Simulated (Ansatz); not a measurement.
# BaTe: the cost of one run

Computed with Ansatz 0.2.0 (DFT PBEsol, scalar-relativistic, plane waves, PAW, unless a step's input says otherwise).

1 further run of the same task is left out (set aside as unsound or not needed).

### Step 1. The starting structure

Symmetry: Fm-3m, No. 225, cubic system. Conventional cell: a = 6.943 Å, b = 6.943 Å, c = 6.943 Å, α = 90.00°, β = 90.00°, γ = 90.00°. Around Ba (site symmetry m-3m) lie 6 Te at 3.47 Å. Around Te (site symmetry m-3m) lie 6 Ba at 3.47 Å.

As a file:

```cif
data_structure
_symmetry_space_group_name_H-M 'Fm-3m'
_symmetry_Int_Tables_number 225
_cell_length_a 6.9428
_cell_length_b 6.9428
_cell_length_c 6.9428
_cell_angle_alpha 90.000
_cell_angle_beta 90.000
_cell_angle_gamma 90.000
_cell_volume 334.66
loop_
_atom_site_label
_atom_site_type_symbol
_atom_site_symmetry_multiplicity
_atom_site_Wyckoff_symbol
_atom_site_fract_x
_atom_site_fract_y
_atom_site_fract_z
_atom_site_occupancy
Ba1 Ba 4 a 0.00000 0.00000 0.00000 1
Te1 Te 4 b 0.50000 0.00000 0.00000 1
```

It is the result of an earlier relaxation at this level (volume 41.83 Å³/atom; gap on the mesh: 1.46 eV).

### Step 2. A stricter relaxation

Response functions are second derivatives at a minimum, so forces and stress are first brought close to zero on the mesh and occupations that the response runs use.

File input.yaml:

```yaml
crystal:
  lattice:
    - [0.0, 3.471397392, 3.471397392]
    - [3.471397392, 0.0, 3.471397392]
    - [3.471397392, 3.471397392, 0.0]
  atoms:
    - { symbol: Ba, position: [0.0, 0.0, 0.0] }
    - { symbol: Te, position: [0.5, 0.5, 0.5] }
basis:
  ecutwfc: 420
kpoints:
  mp_grid: { grid: [8, 8, 8] }
hamiltonian:
  xc: pbesol
scf:
  occupations: { method: fixed }
output:
  forces: true
  stress: true
  eigenvalues: true
relax:
  adjacent_minimum: "off"
  f_tol: 0.001
  max_steps: 60
  cell: { stress_tol: 0.01 }
```

Launch:

```bash
ansatz run input.yaml --threads 1 --pin off --max-ram 2560MiB --backend cpu --events-out ev --progress --plain --runs-dir out
```

What time and memory should one allow on 1 thread of Intel Xeon 6975P-C (Granite Rapids), shared host?

About 6.2 s, with a peak of 0.45 GiB.
